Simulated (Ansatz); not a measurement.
# Si (Pm-3m) in Ansatz: a series of runs

Aim: see how the results for Si move with the level of theory and the settings. Levels: PBE0, PBEsol0, B3LYP. Tasks: relaxation of cell and atoms, single point.

Program: Ansatz 0.2.0. These are calculated values, not measurements. Logs are shortened: lines on timing, memory, paths and dates and some standing lists are left out, and cuts for length are marked.

## 1. The crystal as given

Symmetry: Pm-3m, No. 221, cubic system. The conventional cell has a = 2.532 Å, b = 2.532 Å, c = 2.532 Å, α = 90.00°, β = 90.00°, γ = 90.00°. Si (site symmetry m-3m) is surrounded by 6 Si at 2.53 Å.

The cell was built by a generator and needn't be a form met in nature.

## 2. Relaxation of cell and atoms, PBE0

The input, input:

```
crystal:
  lattice:
    - [2.53211, 0.0, 0.0]
    - [0.0, 2.53211, 0.0]
    - [0.0, 0.0, 2.53211]
  atoms:
    - { symbol: Si, position: [0.5, 0.5, 0.5] }
hamiltonian:
  xc: pbe0
  pseudopotentials: { kind: paw }
kpoints:
  mp_grid: { grid: [5, 5, 5] }
scf:
  occupations: { method: fermi_dirac, width: 0.05 }
output:
  forces: true
  stress: true
  eigenvalues: true
relax:
  f_tol: 0.01
  max_steps: 40
  cell: { stress_tol: 0.05 }
```

Potentials or basis: Ansatz PAW.

Log:

```text
GPUs: using 1 of 1 available (devices: 1).
Engine: ansatz 0.2.0, x86_64-unknown-linux-gnu
Pseudopotentials: kind: paw
Pseudopotential: Si, paw, valence charge 4, recommended cutoff 420 eV (normal), Si.paw.azcp
Functional definition: PBE0
  parameter a = 0.25
  parameter kappa = 0.804
  parameter beta = 0.06672455060314922
  exchange = (1 - a)*pbe_x(kappa = kappa, mu = beta*pi^2/3) + a*exact_x
  correlation = pbe_c(beta = beta)
device memory: the entry about to start is reckoned to put 0.5 GiB on a device that reports 57.9 GiB free (of which the cap on the GPU budget leaves the run 18.0 GiB)
GPU FFT provider: cuFFT
GPU libraries: cuBLAS 13.8.2, cuFFT 12.4.0, cuSOLVER 12.3.4
Crystal: 1 atoms, lattice volume = 16.235 Å³
Basis set: ecut = 420 eV, 305 PW (Γ), exchange–correlation on 36×36×36 points (8 copies of the dense FFT grid, shifted against one another)
Bands: 6, of which v1, the nominal top of the filled ones, is band 2 counted from 1 (1 counted from 0)
Symmetry: 48 space group operations
Space group: Pm-3m (ITA 221), of the structure as read, at distance tolerance 2.5e-5 Å
k-points: 10 of 125
Non-local potential: Si, projectors of the file, l = 0: 2, l = 1: 2, l = 2: 2
PAW form: soft (Blöchl's): semilocal exchange-correlation on the pseudo side does not see the compensation charge
PAW frozen core: Si, regenerated for the run's functional, and the local potential with it (the file was generated under x = pbe(κ = 0.804, μ = 0.2195149727645171), c = pbe(β = 0.06672455060314922))
PAW one-centre angular grid: Si, 110 points (default); XC on 64 Gauss nodes
Initial density: superposition of atomic densities (neutral atoms: chi_scale 0, normalization atom), corrected by the library's trained network
Initial wavefunctions: pseudopotential atomic-orbital guess
GPU buffer pool allocated for 5832 grid points (all kernels)
GPU transforms: local potential and band sums: pruned to the plane-wave sphere, on 18×18×18
Functional: x = pbe(κ = 0.804, μ = 0.2195149727645171), c = pbe(β = 0.06672455060314922), warm-up for x = 0.75 pbe(κ = 0.804, μ = 0.2195149727645171) + 0.25 exact, c = pbe(β = 0.06672455060314922)
SCF iter   1: F=—  HF=-635.495781 eV  |F-HF|=—  |Δ(HF+E_count)|=         —  Δρ=3.34e-3  dr2=1.15e-3  ethr=1.77e-3  ⟨swp⟩=6.5  Hψ=291  notcnv=0
preconditioner: auto → none  [insulator: Δε(μ)=0.714 eV  Ē_g=13.444 eV  σ=0.050 eV  W_gap=0.96  n_scr=0 (ndim 8)  ℏωp=18.4 eV  f_vac=0.000  D(μ)=0.31/eV (n_scr^D=0)]
SCF iter   2: F=—  HF=-635.496363 eV  |F-HF|=—  |Δ(HF+E_count)|=   5.82e-4  Δρ=1.74e-3  dr2=3.16e-4  ethr=2.86e-5  ⟨swp⟩=2.8  Hψ=96  notcnv=0  defer=1
iter 3 solved again at ethr=1.29e-9 eV; its pass at ethr=7.91e-6 eV (dr2=5.14e-8 eV) is discarded
SCF iter   3: F=—  HF=-635.496577 eV  |F-HF|=—  |Δ(HF+E_count)|=   2.13e-4  Δρ=2.62e-5  dr2=5.36e-8  ethr=1.29e-9  ⟨swp⟩=4.0  Hψ=198  notcnv=0
SCF iter   4: F=—  HF=-635.496577 eV  |F-HF|=—  |Δ(HF+E_count)|=   6.07e-8  Δρ=6.32e-6  dr2=2.80e-9  ethr=1.29e-9  ⟨swp⟩=2.3  Hψ=82  notcnv=0
SCF iter   5: F=—  HF=-635.496577 eV  |F-HF|=—  |Δ(HF+E_count)|=   8.36e-9  Δρ=5.22e-7  dr2=3.02e-11  ethr=7.00e-11  ⟨swp⟩=3.5  Hψ=99  notcnv=0
SCF iter   6: F=-635.496577 eV  HF=-635.496577 eV  |F-HF|=3.41e-13  |Δ(HF+E_count)|=  4.97e-11  Δρ=2.39e-8  dr2=4.35e-14  ethr=1.00e-12  ⟨swp⟩=2.9  Hψ=91  notcnv=0
SCF 1 converged in 6 iterations: F = -635.496577 eV  dr2 = 4.35e-14
device memory: the entry about to start is reckoned to put 0.7 GiB on a device that reports 53.6 GiB free (of which the cap on the GPU budget leaves the run 18.0 GiB)
GPU FFT provider: cuFFT
GPU libraries: cuBLAS 13.8.2, cuFFT 12.4.0, cuSOLVER 12.3.4
Initial density: handed on by an earlier stage of this run
Initial wavefunctions: those handed on with the density
GPU buffer pool allocated for 5832 grid points (all kernels)
GPU transforms: local potential and band sums: pruned to the plane-wave sphere, on 18×18×18
Functional: x = 0.75 pbe(κ = 0.804, μ = 0.2195149727645171) + 0.25 exact, c = pbe(β = 0.06672455060314922)
Exchange kernel: α = 0.2500, full range, Wigner–Seitz truncation, v(0) = 5493.4860 eV·Å³, q-mesh 5×5×5, nearest image of the exchange supercell L = 12.66 Å, pair-density grid 12×12×12, without the augmentation charges, whose exchange is taken in its separable form by FFT convolution over the k-point mesh (sized by the pseudopotential files, 18×18×18 at the most), smooth part of the exact exchange by density-matrix convolution in up to 395.4 MiB of GPU memory as planned if the GPU has room (build and FFT work areas not counted)
Frozen-core exchange: fock
iter 1 solved again at ethr=3.87e-5 eV; its pass at ethr=1.00e-1 eV (dr2=1.55e-3 eV) is discarded
SCF iter   1: F=—  HF=-636.010891 eV  |F-HF|=—  |Δ(HF+E_count)|=         —  Δρ=2.79e-3  dr2=1.65e-3  ethr=3.87e-5  ⟨swp⟩=4.1  Hψ=305  notcnv=0
preconditioner: auto → none  [insulator: Δε(μ)=1.373 eV  Ē_g=15.729 eV  σ=0.050 eV  W_gap=0.96  n_scr=0 (ndim 8)  ℏωp=18.4 eV  f_vac=0.000  D(μ)=0.31/eV (n_scr^D=0)]
SCF iter   2: F=—  HF=-636.010578 eV  |F-HF|=—  |Δ(HF+E_count)|=   3.12e-4  Δρ=1.36e-3  dr2=3.80e-4  ethr=3.87e-5  ⟨swp⟩=2.0  Hψ=77  notcnv=0
SCF iter   3: F=—  HF=-636.010367 eV  |F-HF|=—  |Δ(HF+E_count)|=   2.12e-4  Δρ=2.55e-4  dr2=1.50e-5  ethr=9.49e-6  ⟨swp⟩=2.8  Hψ=93  notcnv=0
SCF iter   4: F=-636.010360 eV  HF=-636.010360 eV  |F-HF|=1.79e-7  |Δ(HF+E_count)|=   6.15e-6  Δρ=5.42e-5  dr2=4.15e-7  ethr=3.46e-7  ⟨swp⟩=2.8  Hψ=85  notcnv=0
SCF 2 stopped early in 4 iterations: F = -636.010360 eV  dr2 = 4.15e-7
hybrid outer 1: dexx = +4.743e-4 eV, tail = 1.28e-6 eV
GPU FFT provider: cuFFT
GPU libraries: cuBLAS 13.8.2, cuFFT 12.4.0, cuSOLVER 12.3.4
GPU buffer pool allocated for 5832 grid points (all kernels)
GPU transforms: local potential and band sums: pruned to the plane-wave sphere, on 18×18×18
[... 74 lines left out ...]
GPU buffer pool allocated for 5832 grid points (all kernels)
GPU transforms: local potential and band sums: pruned to the plane-wave sphere, on 18×18×18
Exchange kernel: α = 0.2500, full range, Wigner–Seitz truncation, v(0) = 5535.0361 eV·Å³, q-mesh 5×5×5, nearest image of the exchange supercell L = 12.71 Å, pair-density grid 12×12×12, without the augmentation charges, whose exchange is taken in its separable form by FFT convolution over the k-point mesh (sized by the pseudopotential files, 18×18×18 at the most), smooth part of the exact exchange by density-matrix convolution in up to 395.5 MiB of GPU memory as planned if the GPU has room (build and FFT work areas not counted)
Frozen-core exchange: fock
SCF iter   1: F=—  HF=-636.011033 eV  |F-HF|=—  |Δ(HF+E_count)|=         —  Δρ=5.62e-7  dr2=1.56e-11  ethr=4.69e-10  ⟨swp⟩=5.7  Hψ=222  notcnv=0
SCF iter   2: F=-636.011033 eV  HF=-636.011033 eV  |F-HF|=2.50e-12  |Δ(HF+E_count)|=  1.02e-10  Δρ=3.55e-7  dr2=4.80e-12  ethr=1.00e-12  ⟨swp⟩=3.7  Hψ=104  notcnv=0
SCF 8 converged in 2 iterations: F = -636.011033 eV  dr2 = 4.80e-12
  Residual-converged pass: ⟨swp⟩=3.7  Hψ=104  notcnv=0  max |occ|·‖R‖ = 8.0e-9 eV (tolerance 1.0e-8 eV)  dr2=4.81e-12  dr2_onsite=6.20e-13  max |Δocc| = 8.4e-23
hybrid outer 2: dexx = +2.731e-11 eV, tail = 1.13e-11 eV, Δε = 1.06e-5 eV (about 7.88e-7 eV left of the loop's levels)
relax step   3: F+E_penalty+E_count = -636.01103350 eV  Δ(F+E_penalty+E_count) = -1.674e-5 eV  max|allowed force component| = 0.000e0 eV/Å  Δτ_max = 0.0000 Å  P = +0.004 GPa  Ω = 16.419 Å³  energy of the carried Pulay correction = -2.029e-5 eV  (6 SCF iters, accepted)
device memory: the entry about to start is reckoned to put 0.7 GiB on a device that reports 53.3 GiB free (of which the cap on the GPU budget leaves the run 18.0 GiB)
GPU FFT provider: cuFFT
GPU libraries: cuBLAS 13.8.2, cuFFT 12.4.0, cuSOLVER 12.3.4
GPU buffer pool allocated for 5832 grid points (all kernels)
GPU transforms: local potential and band sums: pruned to the plane-wave sphere, on 18×18×18
Exchange kernel: α = 0.2500, full range, Wigner–Seitz truncation, v(0) = 5535.0361 eV·Å³, q-mesh 5×5×5, nearest image of the exchange supercell L = 12.71 Å, pair-density grid 12×12×12, without the augmentation charges, whose exchange is taken in its separable form by FFT convolution over the k-point mesh (sized by the pseudopotential files, 18×18×18 at the most), smooth part of the exact exchange by density-matrix convolution in up to 396.9 MiB of GPU memory as planned if the GPU has room (build and FFT work areas not counted)
Frozen-core exchange: fock
iter 1 solved again at ethr=1.02e-11 eV; its pass at ethr=1.00e-1 eV (dr2=4.07e-10 eV) is discarded
SCF iter   1: F=—  HF=-636.011057 eV  |F-HF|=—  |Δ(HF+E_count)|=         —  Δρ=8.29e-6  dr2=7.47e-10  ethr=1.02e-11  ⟨swp⟩=16.0  Hψ=712  notcnv=2
preconditioner: auto → none  [insulator: Δε(μ)=1.377 eV  Ē_g=15.973 eV  σ=0.050 eV  W_gap=0.96  n_scr=0 (ndim 8)  ℏωp=18.3 eV  f_vac=0.000  D(μ)=0.31/eV (n_scr^D=0)]
SCF iter   2: F=—  HF=-636.011057 eV  |F-HF|=—  |Δ(HF+E_count)|=   1.63e-9  Δρ=4.17e-6  dr2=1.90e-10  ethr=1.02e-11  ⟨swp⟩=4.0  Hψ=182  notcnv=0  defer=35
iter 3 solved again at ethr=1.00e-12 eV; its pass at ethr=4.74e-12 eV (dr2=5.67e-14 eV) is discarded
SCF iter   3: F=-636.011057 eV  HF=-636.011057 eV  |F-HF|=1.14e-13  |Δ(HF+E_count)|=  5.74e-10  Δρ=2.97e-8  dr2=8.41e-14  ethr=1.00e-12  ⟨swp⟩=2.1  Hψ=275  notcnv=0
SCF 9 converged in 3 iterations: F = -636.011057 eV  dr2 = 8.41e-14
hybrid outer 1: dexx = +4.415e-8 eV, tail = 1.77e-10 eV
GPU FFT provider: cuFFT
GPU libraries: cuBLAS 13.8.2, cuFFT 12.4.0, cuSOLVER 12.3.4
GPU buffer pool allocated for 5832 grid points (all kernels)
GPU transforms: local potential and band sums: pruned to the plane-wave sphere, on 18×18×18
Exchange kernel: α = 0.2500, full range, Wigner–Seitz truncation, v(0) = 5535.0361 eV·Å³, q-mesh 5×5×5, nearest image of the exchange supercell L = 12.71 Å, pair-density grid 12×12×12, without the augmentation charges, whose exchange is taken in its separable form by FFT convolution over the k-point mesh (sized by the pseudopotential files, 18×18×18 at the most), smooth part of the exact exchange by density-matrix convolution in up to 396.9 MiB of GPU memory as planned if the GPU has room (build and FFT work areas not counted)
Frozen-core exchange: fock
SCF iter   1: F=—  HF=-636.011057 eV  |F-HF|=—  |Δ(HF+E_count)|=         —  Δρ=5.97e-8  dr2=1.09e-13  ethr=2.22e-11  ⟨swp⟩=11.4  Hψ=341  notcnv=0
preconditioner: auto → none  [insulator: Δε(μ)=1.377 eV  Ē_g=15.635 eV  σ=0.050 eV  W_gap=0.96  n_scr=0 (ndim 8)  ℏωp=18.3 eV  f_vac=0.000  D(μ)=0.31/eV (n_scr^D=0)]
SCF iter   2: F=-636.011057 eV  HF=-636.011057 eV  |F-HF|=1.14e-13  |Δ(HF+E_count)|=  4.55e-13  Δρ=3.05e-8  dr2=2.51e-14  ethr=1.00e-12  ⟨swp⟩=2.3  Hψ=81  notcnv=0
SCF 10 converged in 2 iterations: F = -636.011057 eV  dr2 = 2.51e-14
  Residual-converged pass: ⟨swp⟩=3.0  Hψ=94  notcnv=0  max |occ|·‖R‖ = 5.8e-9 eV (tolerance 1.0e-8 eV)  dr2=2.55e-14  dr2_onsite=5.91e-17  max |Δocc| = 2.7e-19
hybrid outer 2: dexx = +3.020e-13 eV, tail = 5.30e-14 eV, Δε = 5.00e-7 eV (about 8.29e-9 eV left of the loop's levels)
relax step   4: F+E_penalty+E_count = -636.01105743 eV  Δ(F+E_penalty+E_count) = -2.393e-5 eV  max|allowed force component| = 0.000e0 eV/Å  Δτ_max = 0.0000 Å  P = +0.008 GPa  Ω = 16.419 Å³  stress off target by 7.56e-3 GPa  SCF on the basis re-selected at this cell (its energy is not comparable with the rows above)  (5 SCF iters)
basis re-selected at this cell: Δ(F+E_penalty+E_count) = -2.393e-5 eV, ΔP = +0.004 GPa vs the last step (what re-selecting the basis moved, of the pressure what is left beyond the Pulay correction that the steps carried, after the strain that the cell walked since its last selection, with what the two solves' SCF thresholds leave and, on support functions, any second-order correction that the steps lacked; it is no measure of the basis error at this ecutwfc). This SCF's stress stands 7.56e-3 GPa from its target on what of the cell is left free (relax.cell.stress_tol is 5.00e-2 GPa) and its largest allowed force component is 0.00e0 eV/Å (relax.f_tol is 1.00e-2 eV/Å): within both
hybrid SCF converged: 2 outer / 5 inner (+0 warm-up), last move |dexx| = 3.02e-13 eV, tail = 5.30e-14 eV
Stability not checked: this state was not tested for a lower state beside it, because the functional holds exact exchange (a hybrid, or Hartree-Fock), whose exchange loop this test does not read (fock_operator; see scf.lower_state_search)
Free energy (F): -636.011057 eV
Frozen-core exchange: fock
Harris-Foulkes:  -636.011057 eV  (|F-HF|=1.14e-13)
Internal energy: -636.007732 eV  (E = F + TS)
E sigma→0 (E₀):  -636.009395 eV
Entropy (-TS):   -0.003326 eV (-3.326 meV/atom)
Fermi energy:    7.951454 eV
--- Per-component energies (eV) ---
  E_band       = 8.896576
  E_kinetic    = 39.754332
  E_local      = -6.127621  (includes V_loc(G=0)·N_el)
  E_nonlocal   = 25.373588
  E_hartree    = 1.750090
  E_xc         = -43.120028
  E_vxc        = -36.864487  (∫ρ·V_xc dr)
  E_exx        = -6.925261  (= α·E_x^exact, valence–valence)
  E_paw        = -518.060106  (= ΣΔE_a)
  E_vpaw       = -2.888902  (= ΣTr[D̂ρ^β])
  E_aug_tail   = 0.000007  (compensation charges beyond the density's cutoff)
  E_ewald      = -128.596122
  E_core_change = -0.056611  (= ΣΔE_core)
  E_smearing   = -0.003326  (= −TS)
  E_closure    = 0.000000  (closes the sum)
  Σ components = -636.011057   (vs F -636.011057, Δ=0.00e0)
--- Forces (eV/Å), atoms counted from 1 ---
  atom   1  Si     0.00000000     0.00000000     0.00000000
  max |Σ_I F_I| component: 7.40e-32 eV/Å
--- Stress (GPa, compression-positive) ---
        0.007559      -0.000000       0.000000
       -0.000000       0.007559       0.000000
        0.000000       0.000000       0.007559
  P = ⅓ Tr σ = 0.0076 GPa (0.076 kbar)
--- Band table (eV; the first three rows and the last of 10) ---
  k-point 0: bands = ["-6.7252", "17.2282", "17.2282", "17.4750", "17.4750", "17.4750"]
  k-point 1: bands = ["-5.7459", "9.9115", "17.9511", "18.2349", "18.2349", "22.6533"]
  k-point 2: bands = ["-2.9488", "2.6418", "19.5876", "20.2868", "20.2868", "25.6383"]
  k-point 9: bands = ["4.7174", "9.1717", "9.1717", "13.1250", "16.2339", "16.2339"]
--- Relaxed structure (3 steps of the walk, 3 accepted, 1 SCFs on fresh bases) ---
  F+E_penalty+E_count = -636.01105743 eV   max|allowed force component| = 0.000e0 eV/Å   (the final SCF, on the basis selected at the relaxed cell)
  cell:  # Å, volume = 16.4194 Å³
    - [2.5416678060150106, -4.044452883213195e-33, -3.2098832406453924e-35]
    - [-4.044452883213195e-33, 2.5416678060150106, 2.054325274013051e-33]
    - [-3.2098832406453924e-35, 2.054325274013051e-33, 2.5416678060150106]
  atoms:
    - { symbol: Si, position: [0.5, 0.5, 0.5] }
```

Run time: 14 s. Hardware: 1 × NVIDIA H100 80GB HBM3 with 2 threads of AMD EPYC 7R13 (Zen 3), shared host; peak memory 1.4 GiB.

What came out:

| Quantity | Value |
| --- | --- |
| Free energy | -636.0111 eV |
| Relaxed volume | 16.42 Å³/atom |
| Relaxed cell | a = 2.542 Å, b = 2.542 Å, c = 2.542 Å, α = 90.00°, β = 90.00°, γ = 90.00° |
| Space group after relaxing (to 0.05 Å) | Pm-3m (No. 221) |
| Energy gained by relaxing | 0.7 meV/atom |
| Ionic steps | 4 |
| Pressure after relaxing | 0.0 GPa |
| Band gap on the k mesh | none (metal or under the smearing width) |

Step by step:
| step | energy change (eV) | largest force (eV/Å) | volume (Å³) |
| --- | --- | --- | --- |
| 1 | 0.0000 | 0.0000 | 16.23 |
| 2 | -0.0007 | 0.0000 | 16.39 |
| 3 | -0.0007 | 0.0000 | 16.42 |
| 4 | -0.0007 | 0.0000 | 16.42 |

Final structure:
```yaml
crystal:
  lattice:
    - [2.54167, 0.00000, 0.00000]
    - [0.00000, 2.54167, 0.00000]
    - [0.00000, 0.00000, 2.54167]
  atoms:
    - { symbol: Si, position: [0.50000, 0.50000, 0.50000] }
```

Levels at points of the mesh, in eV from the Fermi level:
```
           k point  band 1  band 2  band 3  band 4  band 5
(0.00, 0.00, 0.00)  -14.68    9.28    9.28    9.52    9.52
```

Caveat: the k mesh is coarse (spacing up to 0.50 Å⁻¹), so the values aren't converged, least of all with exact exchange; the plane-wave basis is chosen anew once the cell has moved, so the energies of steps on either side of that aren't comparable; the PAW data sets come from PBE, with cores solved anew for the run's functional, which leaves a small shift of forces and pressure.

(Part 1 of 2 ends here.)
